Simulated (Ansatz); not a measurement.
# Relaxation of KNbO$_{3}$

Method: Ansatz, DFT PBE, scalar-relativistic, plane waves, PAW. (420 eV cutoff, 8×8×6 k-mesh, Gaussian smearing of 0.02 eV, no spin polarisation)

What was changed: biaxial strain in the a-b plane, c and atoms relaxed: +3.0 %.

Command:

```bash
ansatz run input.yaml --threads 1 --pin off --max-ram 2560MiB --backend cpu --events-out ev --progress --plain --runs-dir out
```

Input:

```yaml
crystal:
  lattice:
    - [4.1128751233, 0.0, 0.0]
    - [0.0, 4.1128751233, 0.0]
    - [0.0, 0.0, 4.1446157326]
  atoms:
    - { symbol: K, position: [0.5, 0.5, 0.4995588228] }
    - { symbol: Nb, position: [0.0, 0.0, 0.0151213247] }
    - { symbol: O, position: [0.5, 0.0, 0.9769663288] }
    - { symbol: O, position: [0.0, 0.5, 0.9769663288] }
    - { symbol: O, position: [0.0, 0.0, 0.4661881949] }
basis:
  ecutwfc: 420
kpoints:
  mp_grid: { grid: [8, 8, 6] }
hamiltonian:
  xc: pbe
scf:
  occupations: { method: gaussian, width: 0.02 }
output:
  forces: true
  stress: true
  eigenvalues: true
relax:
  adjacent_minimum: "off"
  f_tol: 0.008
  max_steps: 40
  cell: { stress_tol: 0.015, fix: [a, b, gamma] }
```

F is the free energy. Steps run on the plane waves of an earlier cell, but the last one, and at times one on the way, on a freshly chosen basis, so a repeated geometry can differ a little in energy. The held parts of the cell keep their stress, so P needn't end at zero.

Steps:

```tsv
step	F − F(1) (eV)	largest force component (eV/Å)	V (Å³/atom)	P (GPa)
1	0.0000	0.413	14.022	-8.08
2	-0.0152	0.033	13.850	-6.27
3	-0.0160	0.134	13.805	-5.93
4	-0.0164	0.065	13.813	-6.00
5	-0.0169	0.045	13.792	-6.12
6	-0.0171	0.000	13.784	-5.97
7	-0.0140	0.000	13.784	-6.06
8	-0.0143	0.000	13.767	-5.97
9	-0.0140	0.000	13.767	-5.98
```

Relaxed structure:

```yaml
crystal:
  lattice:
    - [4.11288, 0.00000, 0.00000]
    - [0.00000, 4.11288, 0.00000]
    - [0.00000, 0.00000, 4.06942]
  atoms:
    - { symbol: K, position: [0.50000, 0.50000, 0.49747] }
    - { symbol: Nb, position: [0.00000, 0.00000, 0.01170] }
    - { symbol: O, position: [0.50000, 0.00000, 0.97852] }
    - { symbol: O, position: [0.00000, 0.50000, 0.97852] }
    - { symbol: O, position: [0.00000, 0.00000, 0.46859] }
```

Symmetry: P4mm, No. 99, tetragonal system. Conventional cell: a = 4.113 Å, b = 4.113 Å, c = 4.069 Å, α = 90.00°, β = 90.00°, γ = 90.00°. Around K (site symmetry 4mm) lie 12 O at 2.84 to 2.95 Å. Nb (site symmetry 4mm) is surrounded by 5 O at 1.86 to 2.06 Å. O (site symmetry 2mm) is surrounded by 2 Nb at 2.06 Å. O (site symmetry 4mm) is surrounded by 1 Nb at 1.86 Å.

The run converged. The run took 110 s on 1 thread of Arm Neoverse V2, with other jobs on the host, peak memory 0.48 GiB.